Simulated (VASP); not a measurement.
Input of a VASP 6.6.1 run:

File INCAR:

```
SYSTEM = Tc
PREC     = Accurate       ! precision mode
ENCUT    = 520            ! plane-wave cutoff, eV
EDIFF    = 1E-6           ! SCF threshold, eV
ISMEAR   = -1             ! smearing method
SIGMA    = 0.05           ! smearing width, eV
LREAL    = .False.        ! projectors in reciprocal space
LASPH    = .True.         ! aspherical terms in the spheres
NELM     = 100            ! most SCF steps
ALGO     = Normal         ! electronic algorithm
ISIF     = 2              ! what is computed and relaxed
LWAVE    = .False.        ! write WAVECAR
LCHARG   = .False.        ! write CHGCAR
GGA      = PE             ! functional
NBANDS   = 12             ! bands
```

Contents of KPOINTS:

```
regular mesh
0
Gamma
  12 12 12
  0 0 0
```

POSCAR

```
Tc
1.0
    0.0000000000      1.9369123573      1.9369123573
    1.9369123573      0.0000000000      1.9369123573
    1.9369123573      1.9369123573      0.0000000000
Tc
1
Direct
    0.0000000000      0.0000000000      0.0000000000
```

Potentials or basis: VASP PAW PBE potentials, release 64 (Tc_pv).

Run with:

```sh
$ cat potpaw_PBE.64/Tc_pv/POTCAR > POTCAR
$ mpirun -np 1 vasp_std > vasp.out
```

Task: Predict the pressure.

Result: -1.1 GPa.

Task: Predict the band gap on the k mesh.

Result: None (metal or under the smearing width).
